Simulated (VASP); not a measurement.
# VASP 6.6.1 run: LiBr

INCAR

```
LWAVE = .FALSE.
NBANDS = 12
NELM = 77
NSW = 0
LASPH = .TRUE.
LREAL = .FALSE.
EDIFF = 1E-7
ISIF = 2
ENCUT = 520
PREC = Accurate
IBRION = -1
LMAXMIX = 4
ISMEAR = -1
GGA = PE
SIGMA = 0.02
LCHARG = .FALSE.
```

KPOINTS

```
KPOINTS created by Atomic Simulation Environment
0
Gamma
12 12 12
0 0 0
```

POSCAR

```
Li Br
 1.0000000000000000
     0.0000000000000000    2.8491476453000000    2.8491476453000000
     2.8491476453000000    0.0000000000000000    2.8491476453000000
     2.8491476453000000    2.8491476453000000    0.0000000000000000
 Li  Br
   1   1
Cartesian
  0.0000000000000000  0.0000000000000000  0.0000000000000000
  2.8491476453000000  2.8491476453000000  2.8491476453000000
```

The recommended PBE PAW datasets give the neutral cell 10 valence electrons.

Command

```
mpirun -np 1 vasp_std
```

OSZICAR

```
N       E                     dE             d eps       ncg     rms          rms(c)
DAV:   1     0.410337355863E+02    0.41034E+02   -0.37239E+03  1728   0.741E+02
DAV:   2    -0.393194858833E+01   -0.44966E+02   -0.43109E+02  2216   0.132E+02
DAV:   3    -0.657555868945E+01   -0.26436E+01   -0.26373E+01  2256   0.335E+01
DAV:   4    -0.665145793323E+01   -0.75899E-01   -0.75860E-01  2408   0.547E+00
DAV:   5    -0.665208494589E+01   -0.62701E-03   -0.62701E-03  2228   0.525E-01    0.188E+00
DAV:   6    -0.660765680063E+01    0.44428E-01   -0.87009E-02  2160   0.131E+00    0.113E+00
DAV:   7    -0.660998898022E+01   -0.23322E-02   -0.48423E-02  2468   0.108E+00    0.453E-01
DAV:   8    -0.661314659665E+01   -0.31576E-02   -0.54451E-03  2080   0.454E-01    0.690E-02
DAV:   9    -0.661314546148E+01    0.11352E-05   -0.16559E-04  2176   0.877E-02    0.339E-02
DAV:  10    -0.661318020475E+01   -0.34743E-04   -0.77407E-05  2088   0.548E-02    0.185E-02
DAV:  11    -0.661318588906E+01   -0.56843E-05   -0.87731E-06  2296   0.163E-02    0.282E-03
DAV:  12    -0.661318618383E+01   -0.29476E-06   -0.42533E-07  2076   0.446E-03    0.207E-03
DAV:  13    -0.661318574204E+01    0.44179E-06   -0.12948E-07  1548   0.186E-03    0.292E-04
DAV:  14    -0.661318583492E+01   -0.92881E-07   -0.52153E-09  1100   0.541E-04
   1 F= -.66131858E+01 E0= -.66131858E+01  d E =-.902158E-11
```

Standard output (part)

```
POSCAR found type information on POSCAR LiBr
 POSCAR found :  2 types and       2 ions
 LDA part: xc-table for (Slater+PW92), standard interpolation
 POSCAR, INCAR and KPOINTS ok, starting setup
 WAVECAR not read
 entering main loop
```

From OUTCAR

```
k-points           NKPTS =     72   k-points in BZ     NKDIM =     72   number of bands    NBANDS=     12

   NELECT =      10.0000    total number of electrons

   dimension x,y,z NGX =    30 NGY =   30 NGZ =   30
   dimension x,y,z NGXF=    60 NGYF=   60 NGZF=   60

  energy-cutoff  :      520.00
  volume of cell :       46.26
      direct lattice vectors                 reciprocal lattice vectors
     0.000000000  2.849147645  2.849147645    -0.175491081  0.175491081  0.175491081
     2.849147645  0.000000000  2.849147645     0.175491081 -0.175491081  0.175491081
     2.849147645  2.849147645  0.000000000     0.175491081  0.175491081 -0.175491081

 k-points in reciprocal lattice and weights: KPOINTS created by Atomic Simulation Env
   0.00000000  0.00000000  0.00000000       0.001
   0.08333333  0.00000000  0.00000000       0.005
   0.16666667  0.00000000  0.00000000       0.005
   0.25000000  0.00000000  0.00000000       0.005
   0.33333333  0.00000000  0.00000000       0.005
   0.41666667  0.00000000  0.00000000       0.005
   0.50000000  0.00000000  0.00000000       0.002
   0.08333333  0.08333333  0.00000000       0.003
   ...

 E-fermi :   0.0543

 k-point     1 :       0.0000    0.0000    0.0000
  band No.  band energies     occupation
      1     -44.9724      2.00000
      2     -13.4833      2.00000
      3      -0.3763      2.00000
      4      -0.3763      2.00000
      5      -0.3763      2.00000
      6       4.1527      0.00000
      7      10.0254      0.00000
      8      10.0254      0.00000
      9      10.0254      0.00000
     10      11.3833      0.00000
     11      11.3833      0.00000
     12      11.3834      0.00000

 k-point     2 :       0.0833    0.0000    0.0000
  band No.  band energies     occupation
      1     -44.9723      2.00000
      2     -13.4611      2.00000
      3      -0.6179      2.00000
      4      -0.3923      2.00000
      5      -0.3923      2.00000
      6       4.4010      0.00000
      7       9.5613      0.00000
      8       9.9861      0.00000
      9       9.9862      0.00000
     10      10.8585      0.00000
     11      10.8585      0.00000
     12      11.6321      0.00000

 k-point     3 :       0.1667    0.0000    0.0000
  band No.  band energies     occupation
      1     -44.9723      2.00000
      2     -13.3995      2.00000
      3      -1.1791      2.00000
      4      -0.4348      2.00000
      5      -0.4348      2.00000
      6       4.9197      0.00000
      7       9.0008      0.00000
      8       9.4006      0.00000
      9       9.4006      0.00000
     10      10.9890      0.00000
     11      10.9890      0.00000
     12      11.8919      0.00000

 k-point     4 :       0.2500    0.0000    0.0000
  band No.  band energies     occupation
      1     -44.9721      2.00000
      2     -13.3126      2.00000
      3      -1.8091      2.00000
      4      -0.4903      2.00000
      5      -0.4903      2.00000
      6       5.2886      0.00000
      7       8.6842      0.00000
      8       8.6842      0.00000
      9       8.9478      0.00000
     10      11.7103      0.00000
     11      11.7103      0.00000
     12      12.1259      0.00000

 ...

  Total       -0.6084323     -0.6084323     -0.6084323      0.0000000      0.0000000      0.0000000
  in kB      -21.0740496    -21.0740496    -21.0740496      0.0000000      0.0000000      0.0000000
  external PRESSURE =     -21.0740496 kB  Pullay stress =       0.0000000 kB

 POSITION                                       TOTAL-FORCE (eV/Angst)
 -----------------------------------------------------------------------------------
      0.00000      0.00000      0.00000         0.000000     -0.000000      0.000000
      2.84915      2.84915      2.84915        -0.000000      0.000000     -0.000000
 -----------------------------------------------------------------------------------
    total drift:                               -0.000000     -0.000000      0.000000

  FREE ENERGIE OF THE ION-ELECTRON SYSTEM (eV)
  ---------------------------------------------------
  free  energy   TOTEN  =        -6.6131858349 eV

  energy  without entropy=       -6.6131858349  energy(sigma->0) =       -6.61318583
```

It converged. Results: gap between bands v and c on the k mesh 4.53 eV; least direct gap on the k mesh 4.53 eV; pressure -2.1 GPa. Band v is the last that the valence electrons fill when counted band by band, and c is the next.

For comparison, a separate PBE run of the intended cell, on usual settings and not on those above, gives a gap of 4.53 eV on its mesh and a pressure of -2.1 GPa.

The run above took about 32 s on one core of a shared host (Intel Xeon Platinum 8488C) and held 0.19 GiB at most.
